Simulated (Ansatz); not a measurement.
CdS: equation of state with PBEsol

CdS:

```
Cd S
1.0
     4.26117    0.00000    0.00000
    -2.13058    3.69028    0.00000
     0.00000    0.00000    5.80417
Cd S
1 1
Direct
  0.00000 0.00000 0.44269
  0.66667 0.33333 0.43431
```

Measurements of this composition are mostly on another form, of space group No. 186.

```
Program             : Ansatz 0.2.0
Task                : equation of state
Functional          : PBEsol
Potentials or basis : all-electron LAPW, scalar-relativistic
Basis error allowed : 0.001 eV/atom
k mesh              : 7 × 7 × 5
Occupations         : fermi-dirac, width 0.05 eV
Spin                : no spin polarisation
```

| Property | Result |
| --- | --- |
| Equilibrium volume | 43.30 Å³/atom |
| Bulk modulus at fixed shape and positions | 32 GPa |
| Pressure derivative of the bulk modulus | 4.6 |

Energy against volume, from the lowest point:
| volume (Å³/atom) | energy (meV/atom) |
| --- | --- |
| 42.897 | 0.00 |
| 43.810 | 0.18 |
| 44.722 | 3.94 |
| 45.635 | 10.87 |
| 46.548 | 20.62 |
| 47.460 | 32.88 |
| 48.373 | 47.38 |

All runs of the series together: 4.7 min on 1 thread of Arm Neoverse N1, on a shared host.

Caveat: the cell was scaled at fixed shape and fractional positions, which overstates the stiffness of a crystal with free parameters, most of all of layers and chains.
